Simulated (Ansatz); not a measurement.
**fcc against bcc along group 14**

These are results of DFT, HSE06, plane waves (420 eV) with PAW, scalar-relativistic (Ansatz), not measurements. (PAW data from PBE, frozen cores regenerated.)

Each structure is relaxed within its symmetry, in the lowest magnetic state of the tried starts. Differences under about 8 meV lie within the error of the k-point mesh.

The hybrid is evaluated at the semilocal geometry on a coarser k-mesh, and its energy is corrected by the semilocal functional's change from that mesh to the dense one.

```json
{"element": "C", "E(fcc) − E(bcc) (meV/atom)": "?", "V(fcc) (Å³/atom)": "?", "V(bcc) (Å³/atom)": "?", "state of fcc": "?", "state of bcc": "?"}
{"element": "Si", "E(fcc) − E(bcc) (meV/atom)": "26", "V(fcc) (Å³/atom)": "14.44", "V(bcc) (Å³/atom)": "14.61", "state of fcc": "spin not included", "state of bcc": "spin not included"}
{"element": "Ge", "E(fcc) − E(bcc) (meV/atom)": "0", "V(fcc) (Å³/atom)": "19.56", "V(bcc) (Å³/atom)": "19.33", "state of fcc": "spin not included", "state of bcc": "spin not included"}
```

(1) Fill in the row of C.

Answers

(1) E(fcc) − E(bcc) (meV/atom): 227; V(fcc) (Å³/atom): 7.32; V(bcc) (Å³/atom): 6.69; state of fcc: spin not included; state of bcc: spin not included.
